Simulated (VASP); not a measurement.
A run of VASP 6.6.1:

File INCAR:

```
SYSTEM = SrTiO3
PREC = Accurate ; ENCUT = 600
EDIFF = 1E-7 ; ISMEAR = 0
SIGMA = 0.03 ; LREAL = .FALSE.
LASPH = .TRUE. ; NELM = 80
ALGO = Normal ; ISIF = 3
LWAVE = .FALSE. ; LCHARG = .FALSE.
GGA = PE ; IBRION = 2
NSW = 90 ; EDIFFG = -0.005
```

The input KPOINTS:

```
regular mesh
0
G
  8 8 8
  0 0 0
```

Contents of POSCAR:

```
SrTiO3                                  
1.0
    3.9402048293     -0.0000000000     -0.0000000000
   -0.0000000000      3.9402048293     -0.0000000000
    0.0000000000      0.0000000000      3.9402048293
  Sr              Ti              O             
     1     1     3
Direct
     0.5000000000000000    0.5000000000000000    0.5000000000000000
     0.0000000000000000    0.0000000000000000    0.0000000000000000
     0.5000000000000000    0.0000000000000000    0.0000000000000000
     0.0000000000000000    0.5000000000000000    0.0000000000000000
     0.0000000000000000    0.0000000000000000    0.5000000000000000
```

Potentials or basis: VASP PAW PBE potentials, release 64 (Sr_sv, Ti_sv, O).

The run is started by

```console
$ cat potpaw_PBE.64/Sr_sv/POTCAR potpaw_PBE.64/Ti_sv/POTCAR potpaw_PBE.64/O/POTCAR > POTCAR
$ mpirun -np 1 vasp_std > vasp.out
```

Hardware: 1 thread of Intel(R) Xeon(R) 6975P-C (Granite Rapids), with other jobs on the host.

Q: Estimate the wall time of this run.

A: Wall time 24 s on 1 thread of Intel(R) Xeon(R) 6975P-C (Granite Rapids), on a shared host, peak memory 0.22 GiB. Counts: scf iterations 18, k points 35, ion steps 1.
